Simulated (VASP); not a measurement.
# TiO (Pm-3m) in VASP: further runs

One crystal, TiO, is run at these levels: HSE(alpha, omega); tasks: single point.

Program: VASP 6.6.1. These are calculated values, not measurements. Logs are shortened: lines on timing, memory, paths and dates and some standing lists are left out, and cuts for length are marked.

## Step 1: The crystal as given

The structure is cubic, space group Pm-3m (No. 221). The conventional cell has a = 2.708 Å, b = 2.708 Å, c = 2.708 Å, α = 90.00°, β = 90.00°, γ = 90.00°. Ti (site symmetry m-3m) has 8 O at 2.35 Å as nearest neighbours. O (site symmetry m-3m) is surrounded by 8 Ti at 2.35 Å.

The cell comes from a database or a generator and needn't be the stable form of this composition.

## Step 2: Single point, HSE(alpha, omega)

Input file POSCAR:

```
TiO
1.0
    2.7083400800      0.0000000000      0.0000000000
    0.0000000000      2.7083400800      0.0000000000
    0.0000000000      0.0000000000      2.7083400800
Ti O
1 1
Direct
    0.0000000000      0.0000000000      0.0000000000
    0.5000000000      0.5000000000      0.5000000000
```

Input file INCAR.step1:

```
SYSTEM = TiO
PREC     = Accurate       ! precision mode
ENCUT    = 520            ! plane-wave cutoff, eV
EDIFF    = 1E-5           ! SCF threshold, eV
ISMEAR   = -1             ! smearing method
SIGMA    = 0.05           ! smearing width, eV
LREAL    = .False.        ! projectors in reciprocal space
LASPH    = .True.         ! aspherical terms in the spheres
NELM     = 80             ! most SCF steps
ALGO     = Normal         ! electronic algorithm
ISIF     = 2              ! what is computed and relaxed
LWAVE    = .True.         ! write WAVECAR
LCHARG   = .False.        ! write CHGCAR
NBANDS   = 16             ! bands
GGA      = PE             ! functional
```

Input file INCAR.step2:

```
SYSTEM = TiO
PREC     = Accurate       ! precision mode
ENCUT    = 520            ! plane-wave cutoff, eV
EDIFF    = 1E-7           ! SCF threshold, eV
ISMEAR   = -1             ! smearing method
SIGMA    = 0.05           ! smearing width, eV
LREAL    = .False.        ! projectors in reciprocal space
LASPH    = .True.         ! aspherical terms in the spheres
NELM     = 80             ! most SCF steps
ALGO     = Normal         ! electronic algorithm
ISIF     = 2              ! what is computed and relaxed
LWAVE    = .False.        ! write WAVECAR
LCHARG   = .False.        ! write CHGCAR
GGA      = PE             ! functional
LHFCALC  = .True.         ! exact exchange
HFSCREEN = 0.2            ! screening, 1/A
AEXX     = 0.25           ! exact-exchange fraction
PRECFOCK = Fast         
NBANDS   = 16             ! bands
ISTART   = 1
```

Input file KPOINTS:

```
regular mesh
0
Gamma
  5 5 5
  0 0 0
```

Potentials or basis: VASP PAW PBE potentials, release 64 (Ti_sv, O).

Started as:

```sh
cat potpaw_PBE.64/Ti_sv/POTCAR potpaw_PBE.64/O/POTCAR > POTCAR
cp INCAR.step1 INCAR
mpirun -np 1 vasp_std > vasp.out
cp INCAR.step2 INCAR
mpirun -np 1 vasp_std > vasp.out
```

OUTCAR:

```text
SYSTEM = TiO
   PREC = Accurate
   ENCUT = 520
   EDIFF = 1E-7
   ISMEAR = -1
   LREAL = .False.
   LASPH = .True.
   NELM = 80
   ISIF = 2
   GGA = PE
   LHFCALC = .True.
   HFSCREEN = 0.2
   AEXX = 0.25
   PRECFOCK = Fast
   ISTART = 1

 ion  position               nearest neighbor table
   1  0.000  0.000  0.000-   2 2.35   2 2.35   2 2.35   2 2.35   2 2.35   2 2.35   2 2.35   2 2.35

   2  0.500  0.500  0.500-   1 2.35   1 2.35   1 2.35   1 2.35   1 2.35   1 2.35   1 2.35   1 2.35

  LATTYP: Found a simple cubic cell.
 ALAT       =     2.7083400800

  Lattice vectors:

 A1 = (   2.7083400800,   0.0000000000,   0.0000000000)
 A2 = (   0.0000000000,   2.7083400800,   0.0000000000)
 A3 = (   0.0000000000,   0.0000000000,   2.7083400800)

Analysis of symmetry for initial positions (statically):
=====================================================================
 Subroutine PRICEL returns:
 Original cell was already a primitive cell.

 Routine SETGRP: Setting up the symmetry group for a
 simple cubic supercell.

 Subroutine GETGRP returns: Found 48 space group operations
 (whereof 48 operations were pure point group operations)
 out of a pool of 48 trial point group operations.

The static configuration has the point symmetry O_h .

Analysis of symmetry for dynamics (positions and initial velocities):
=====================================================================
 Subroutine PRICEL returns:
 Original cell was already a primitive cell.

 Routine SETGRP: Setting up the symmetry group for a
 simple cubic supercell.

 Subroutine GETGRP returns: Found 48 space group operations
 (whereof 48 operations were pure point group operations)
 out of a pool of 48 trial point group operations.

The dynamic configuration has the point symmetry O_h .

 Subroutine INISYM returns: Found 48 space group operations
 (whereof 48 operations are pure point group operations),
 and found     1 'primitive' translations

----------------------------------------------------------------------------------------

                                     Primitive cell

  volume of cell :      19.8660

  direct lattice vectors                    reciprocal lattice vectors
     2.708340080  0.000000000  0.000000000     0.369229849  0.000000000  0.000000000
     0.000000000  2.708340080  0.000000000     0.000000000  0.369229849  0.000000000
     0.000000000  0.000000000  2.708340080     0.000000000  0.000000000  0.369229849

  length of vectors
     2.708340080  2.708340080  2.708340080     0.369229849  0.369229849  0.369229849

  position of ions in fractional coordinates (direct lattice)
     0.000000000  0.000000000  0.000000000
     0.500000000  0.500000000  0.500000000

  ion indices of the primitive-cell ions
   primitive index   ion index
                 1           1
                 2           2

----------------------------------------------------------------------------------------

 KPOINTS: regular mesh

Automatic generation of k-mesh.
 Grid dimensions read from file:
 generate k-points for:    5    5    5

 Generating k-lattice:

  Cartesian coordinates                     Fractional coordinates (reciprocal lattice)
     0.073845970  0.000000000  0.000000000     0.200000000  0.000000000  0.000000000
     0.000000000  0.073845970  0.000000000     0.000000000  0.200000000  0.000000000
     0.000000000  0.000000000  0.073845970     0.000000000  0.000000000  0.200000000

  Length of vectors
     0.073845970  0.073845970  0.073845970

  Shift w.r.t. Gamma in fractional coordinates (k-lattice)
     0.000000000  0.000000000  0.000000000

 Subroutine IBZKPT returns following result:
 ===========================================

 Found     10 irreducible k-points:

 Following reciprocal coordinates:
            Coordinates               Weight
  0.000000  0.000000  0.000000      1.000000
  0.200000  0.000000  0.000000      6.000000
  0.400000  0.000000  0.000000      6.000000
  0.200000  0.200000  0.000000     12.000000
  0.400000  0.200000  0.000000     24.000000
  0.400000  0.400000  0.000000     12.000000
  0.200000  0.200000  0.200000      8.000000
  0.400000  0.200000  0.200000     24.000000
  0.400000  0.400000  0.200000     24.000000
  0.400000  0.400000  0.400000      8.000000
   k-points           NKPTS =     10   k-points in BZ     NKDIM =    125   number of bands    NBANDS=     16
   number of dos      NEDOS =    301   number of ions     NIONS =      2
   total plane-waves  NPLWV =   8000
   dimension x,y,z NGX =    20 NGY =   20 NGZ =   20
   dimension x,y,z NGXF=    40 NGYF=   40 NGZF=   40
   ions per type =               1   1
   NGX,Y,Z   is equivalent  to a cutoff of  12.28, 12.28, 12.28 a.u.
   NGXF,Y,Z  is equivalent  to a cutoff of  24.55, 24.55, 24.55 a.u.
 SYSTEM =  TiO
   PREC   = accura    normal or accurate (medium, high low for compatibility)
   ISTART =      1    job   : 0-new  1-cont  2-samecut
   ICHARG =      0    charge: 1-file 2-atom 10-const
   ISPIN  =      1    spin polarized calculation?
   LNONCOLLINEAR =      F non collinear calculations
   LSORBIT =      F    spin-orbit coupling
   LASPH  =      T    aspherical Exc in radial PAW
   ENCUT  =  520.0 eV  38.22 Ry    6.18 a.u.   5.04  5.04  5.04*2*pi/ulx,y,z
   NELM   =     80;   NELMIN=  2; NELMDL=  0     # of ELM steps
   EDIFF  = 0.1E-06   stopping-criterion for ELM
   LREAL  =      F    real-space projection
   EDIFFG = 0.1E-05   stopping-criterion for IOM
   NSW    =      0    number of steps for IOM
   IBRION =     -1    ionic relax: 0-MD 1-quasi-New 2-CG
   NFREE  =      0    steps in history (QN), initial steepest desc. (CG)
   ISIF   =      2    stress and relaxation
   ISYM   =      3    0-nonsym 1-usesym 2-fastsym
   POTIM  = 0.5000    time-step for ionic-motion
   TEBEG  =    0.0;   TEEND  =   0.0 temperature during run
   PSTRESS=    0.0 pullay stress
   NELECT =      18.0000    total number of electrons
   NUPDOWN=      -1.0000    fix difference up-down
   EMIN   =  10.00;   EMAX   =-10.00  energy-range for DOS
   EFERMI =   0.00;   METHOD = LEGACY
   ISMEAR =    -1;   SIGMA  =   0.05  broadening in eV -4-tet -1-fermi 0-gaus
   EFERMI_NEDOS =   21; number of points for ismear=-14 and -15
   IALGO  =     38    algorithm
   IMIX   =      1    mixing-type and parameters
     AMIX     =   0.40;   BMIX     =  1.00
     AMIX_MAG =   1.60;   BMIX_MAG =  1.00
  volume/ion in A,a.u.               =       9.93        67.03
  Fermi-wavevector in a.u.,A,eV,Ry     =   1.584148  2.993606 34.144167  2.509525
  Thomas-Fermi vector in A             =   2.683810
   LORBIT       =      0    0 simple, 1 ext, 2 COOP (PROOUT), +10 PAW based schemes
   GGA     = PE    functional components
   LHFCALC =     T    Hartree Fock is set to
   PRECFOCK=fast      Normal, Fast or Accurate (Low or Medium for compatibility)
   ENCUT4O =  -1.0   cutoff for four orbital integrals eV
   NKREDX  =     1    reduce k-point grid by
   NKREDY  =     1    reduce k-point grid by
   NKREDZ  =     1    reduce k-point grid by
   AEXX    =    0.2500 exact exchange contribution
   HFSCREEN=    0.2000 screening length (either q_TF or 0.3 A-1)
   HFSCREENC=   0.2000 screening length for correlation (either q_TF or 0.3 A-1)
   ENCUTFOCK=  -1.0 apply spherical cutoff to Coloumb kernel
   IVDW    =     0    specifies the selected vdW correction
   LEPSILON=     F    determine dielectric tensor
   LRPA    =     F    only Hartree local field effects (RPA)
 non-spin polarized calculation
  energy-cutoff  :      520.00
  volume of cell :       19.87
 maximum number of plane-waves:       541
  NGX = 12; NGY = 12; NGZ = 12

 number of electron      18.0000002 magnetization

 Free energy of the ion-electron system (eV)
  ---------------------------------------------------
  ext. energy  EPLUGINS =         0.00000000
  ---------------------------------------------------
  free energy    TOTEN  =       -20.60530484 eV

  energy without entropy =      -20.59148213  energy(sigma->0) =      -20.59839349

 E-fermi :  10.6601     XC(G=0): -10.3921

 val. band max:       10.5437103502   @ k =   0.2000   0.2000   0.0000
 cond. band min:      10.7141515112   @ k =   0.4000   0.4000   0.2000
 fundamental gap:      0.1704411611
 Fermi energy:        10.6600864130

 k-point     1 :       0.0000    0.0000    0.0000
  band No.  band energies     occupation
      1     -51.3502      2.00000
      2     -25.6293      2.00000
      3     -25.6293      2.00000
      4     -25.6293      2.00000
      5     -12.8248      2.00000
      6       5.7441      2.00000
[... 8 lines left out ...]
     15      28.0305      0.00000
     16      28.0305      0.00000

 k-point     2 :       0.2000    0.0000    0.0000
  band No.  band energies     occupation
      1     -51.3140      2.00000
      2     -25.9406      2.00000
      3     -25.6015      2.00000
      4     -25.6015      2.00000
      5     -12.4173      2.00000
      6       3.4295      2.00000
[... 8 lines left out ...]
     15      26.6205      0.00000
     16      26.7811      0.00000

 k-point     3 :       0.4000    0.0000    0.0000
  band No.  band energies     occupation
      1     -51.2548      2.00000
      2     -26.4204      2.00000
      3     -25.5559      2.00000
      4     -25.5558      2.00000
      5     -11.7002      2.00000
      6       1.0432      2.00000
[... 8 lines left out ...]
     15      23.1680      0.00000
     16      24.5803      0.00000

 k-point     4 :       0.2000    0.2000    0.0000
  band No.  band energies     occupation
      1     -51.2784      2.00000
      2     -25.9265      2.00000
      3     -25.8724      2.00000
      4     -25.5759      2.00000
      5     -12.1255      2.00000
      6       3.3466      2.00000
[... 8 lines left out ...]
     15      26.6235      0.00000
     16      26.7025      0.00000

 k-point     5 :       0.4000    0.2000    0.0000
  band No.  band energies     occupation
      1     -51.2201      2.00000
      2     -26.3611      2.00000
      3     -25.8317      2.00000
      4     -25.5335      2.00000
      5     -11.6270      2.00000
      6       1.6420      2.00000
[... 8 lines left out ...]
     15      23.0612      0.00000
     16      26.2372      0.00000

 k-point     6 :       0.4000    0.4000    0.0000
  band No.  band energies     occupation
      1     -51.1635      2.00000
      2     -26.2715      2.00000
      3     -26.2522      2.00000
      4     -25.4965      2.00000
      5     -11.5105      2.00000
      6       2.6362      2.00000
[... 8 lines left out ...]
     15      24.0986      0.00000
     16      24.2453      0.00000

 k-point     7 :       0.2000    0.2000    0.2000
  band No.  band energies     occupation
      1     -51.2433      2.00000
      2     -25.9081      2.00000
      3     -25.8393      2.00000
      4     -25.8392      2.00000
      5     -11.8936      2.00000
      6       3.7937      2.00000
[... 8 lines left out ...]
     15      26.7146      0.00000
     16      26.7146      0.00000

 k-point     8 :       0.4000    0.2000    0.2000
  band No.  band energies     occupation
      1     -51.1860      2.00000
      2     -26.3073      2.00000
      3     -25.8169      2.00000
      4     -25.7851      2.00000
      5     -11.4976      2.00000
      6       2.0292      2.00000
[... 8 lines left out ...]
     15      23.1643      0.00000
     16      26.7451      0.00000

 k-point     9 :       0.4000    0.4000    0.2000
  band No.  band energies     occupation
      1     -51.1304      2.00000
      2     -26.2262      2.00000
      3     -26.2094      2.00000
      4     -25.7505      2.00000
      5     -11.2779      2.00000
      6       2.4901      2.00000
[... 8 lines left out ...]
     15      23.2160      0.00000
     16      23.6862      0.00000

 k-point    10 :       0.4000    0.4000    0.4000
  band No.  band energies     occupation
      1     -51.0765      2.00000
      2     -26.1564      2.00000
      3     -26.1390      2.00000
      4     -26.1390      2.00000
      5     -10.8607      2.00000
      6       2.0659      2.00000
[... 8 lines left out ...]
     15      21.5946      0.00000
     16      21.5946      0.00000

------------------------ aborting loop because EDIFF is reached ----------------------------------------

  FORCE on cell =-STRESS in cart. coord.  units (eV):
  Direction    XX          YY          ZZ          XY          YZ          ZX
  --------------------------------------------------------------------------------------
  -------------------------------------------------------------------------------------
  Total       -2.5394157     -2.5394157     -2.5394157      0.0000000     -0.0000000      0.0000000
  in kB     -204.8022820   -204.8022820   -204.8022820      0.0000000     -0.0000000      0.0000000
  external PRESSURE =    -204.8022820 kB  Pullay stress =       0.0000000 kB

 VOLUME and BASIS-vectors are now :
 -----------------------------------------------------------------------------
  energy-cutoff  :      520.00
  volume of cell :       19.87
      direct lattice vectors                 reciprocal lattice vectors
     2.708340080  0.000000000  0.000000000     0.369229849  0.000000000  0.000000000
     0.000000000  2.708340080  0.000000000     0.000000000  0.369229849  0.000000000
     0.000000000  0.000000000  2.708340080     0.000000000  0.000000000  0.369229849

 POSITION                                       TOTAL-FORCE (eV/Angst)
 -----------------------------------------------------------------------------------
      0.00000      0.00000      0.00000         0.000000      0.000000      0.000000
      1.35417      1.35417      1.35417         0.000000      0.000000      0.000000
 -----------------------------------------------------------------------------------
    total drift:                                0.000000     -0.000000      0.000000

  FREE ENERGIE OF THE ION-ELECTRON SYSTEM (eV)
  ---------------------------------------------------
  free  energy   TOTEN  =       -20.6053048443 eV

  energy  without entropy=      -20.5914821291  energy(sigma->0) =      -20.59839349
```

It took 1.7 min on 1 thread of Intel Xeon 6975P-C (Granite Rapids), shared host; peak memory 0.22 GiB.

What came out:

```
Free energy            : -20.6053 eV
Pressure               : -20.5 GPa
Band gap on the k mesh : none (metal or under the smearing width)
```

Caveat: the k mesh is coarse (spacing up to 0.46 Å⁻¹), so the values aren't converged, least of all with exact exchange; the PAW data sets were made with another functional, which shifts forces and pressure a little.

## Step 3: Single point, HSE(alpha, omega)

POSCAR is that of step 2.

INCAR.step1 is that of step 2.

INCAR.step2: that of step 2 with these lines changed.

```diff
@@ -15,3 +15,3 @@
 LHFCALC  = .True.         ! exact exchange
-HFSCREEN = 0.2            ! screening, 1/A
+HFSCREEN = 0.3            ! screening, 1/A
 AEXX     = 0.25           ! exact-exchange fraction
```

KPOINTS is that of step 2.

Potentials or basis: VASP PAW PBE potentials, release 64 (Ti_sv, O).

Started as:

```sh
cat potpaw_PBE.64/Ti_sv/POTCAR potpaw_PBE.64/O/POTCAR > POTCAR
cp INCAR.step1 INCAR
mpirun -np 1 vasp_std > vasp.out
cp INCAR.step2 INCAR
mpirun -np 1 vasp_std > vasp.out
```

Wall time 1.7 min (1 thread of Intel Xeon 6975P-C (Granite Rapids), shared host); peak memory 0.22 GiB.

It converged, with:

```yaml
Free_energy: -19.9868 eV
Pressure: -19.8 GPa
Band_gap_on_the_k_mesh: none (metal or under the smearing width)
```

Levels at points of the mesh, in eV from the Fermi level:
```tsv
k point	band 5	band 6	band 7	band 8	band 9	band 10	band 11	band 12	band 13	band 14
(0.00, 0.00, 0.00)	-23.31	-4.79	-4.79	-4.79	-2.83	-2.83	2.38	3.94	3.94	3.94
```

Caveat: the k mesh is coarse (spacing up to 0.46 Å⁻¹), so the values aren't converged, least of all with exact exchange; the PAW data sets were made with another functional, which shifts forces and pressure a little.
